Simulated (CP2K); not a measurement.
**Ga2O3 in CP2K: the effect of functional**

The system is Ga2O3.

```xyz
5
Lattice="3.0985 0.0000 0.0000 1.5479 2.6842 0.0000 -0.0192 -0.0111 7.6881" Properties=species:S:1:pos:R:3 pbc="T T T"
Ga    3.0925    1.7865    2.3862
Ga    1.5348    0.8866    5.3019
O    -0.0096   -0.0055    3.8440
O     3.0890    1.7844    6.3323
O     1.5383    0.8887    1.3558
```

The cell was built by a generator and needn't be a form met in nature.

Alike in all runs:

* Program: CP2K 2026.2
* Task: band structure
* Potentials or basis: POTENTIAL_UZH Ga GTH-PBE-q13, O GTH-PBE-q6; DZVP-MOLOPT-PBE-GTH basis
* Density cutoff: 11565 eV
* k mesh: 10 × 10 × 4
* Occupations: fermi-dirac, width 0.05 eV
* Spin: no spin polarisation

| functional | gap on the mesh (eV) | pressure (GPa) | largest force (eV/Å) |
| --- | --- | --- | --- |
| PBE | 1.45 | -17.7 | 3.41 |
| LDA | 1.31 | -24.8 | 3.65 |
| PBEsol | 1.39 | -21.9 | 3.56 |
| revPBE | 1.52 | -15.7 | 3.39 |
| vdW-DF2 | 1.36 | -10.4 | 3.11 |
| AM05 | 1.43 | -21.4 | 3.55 |
| TPSS | ? | ? | ? |

Question: What does the run with functional TPSS give?

Answer: gap on the mesh 1.55 eV; pressure -21.1 GPa; largest force 3.65 eV/Å.

Caveats: the basis of atomic orbitals isn't converged, which shifts pressures, moduli and gaps; the potentials were made for another functional, which shifts forces and pressure (some runs); forces of over 1 eV/Å show positions far from the minimum, so gaps and moduli don't describe the material at rest (some runs).

